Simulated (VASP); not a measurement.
Input of a VASP 6.6.1 run:

File INCAR:

```
PREC     = Accurate       # precision mode
ENCUT    = 520            # plane-wave cutoff, eV
EDIFF    = 1E-6           # SCF threshold, eV
ISMEAR   = -1             # smearing method
SIGMA    = 0.15           # smearing width, eV
LREAL    = False          # projectors in reciprocal space
LASPH    = True           # aspherical terms in the spheres
NELM     = 60             # most SCF steps
ALGO     = Normal         # electronic algorithm
ISIF     = 2              # what is computed and relaxed
LWAVE    = False          # write WAVECAR
LCHARG   = True           # write CHGCAR
GGA      = PE             # functional
LELF     = True           # ELF
LVHAR    = True         
NBANDS   = 14             # bands
```

Contents of KPOINTS:

```
regular mesh
0
Gamma
  14 14 14
```

Contents of POSCAR:

```
InH
1.0
    0.0000000000      2.4949000000      2.4949000000
    2.4949000000      0.0000000000      2.4949000000
    2.4949000000      2.4949000000      0.0000000000
In H
1 1
Direct
    0.0000000000      0.0000000000      0.0000000000
    0.5000000000      0.5000000000      0.5000000000
```

Potentials or basis: VASP PAW PBE potentials, release 64 (In_d, H).

Command:

```console
$ cat potpaw_PBE.64/In_d/POTCAR potpaw_PBE.64/H/POTCAR > POTCAR
$ mpirun -np 1 vasp_std > vasp.out
```

(1) Estimate the band gap on the k mesh.

(2) What does it give for the pressure?

Answers

(1) none (metal or under the smearing width).

(2) 0.8 GPa.
